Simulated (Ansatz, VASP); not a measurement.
One calculation of Ni, two programs

```
Ni
1.0
     2.76743    0.00000    0.00000
     0.00000    2.76743    0.00000
     0.00000    0.00000    2.76743
Ni
2
Cartesian
  0.0000 0.0000 0.0000
  1.3837 1.3837 1.3837
```

Alike in both runs: task single point; functional LDA; k mesh 11 × 11 × 11; occupations fermi-dirac, width 0.05 eV; no spin polarisation.

```csv
,VASP,Ansatz
version,VASP 6.6.1,Ansatz 0.2.0
potentials or method,"VASP PAW LDA potentials, release 64 (Ni)","PAW with Ansatz's default frozen-core files, scalar-relativistic"
plane-wave cutoff (eV),520,420
valence electrons in the cell,20,36
```

|  | VASP | Ansatz | Ansatz less VASP |
| --- | --- | --- | --- |
| pressure (GPa) | -12.0 | -12.0 | -0.07 |

The two sets of potentials don't hold the same shells in valence.

Caveats: the run has no spin polarisation, though such a crystal can be magnetic. Spin polarisation is off, so any magnetic state and its effect on volume and gap are missing.
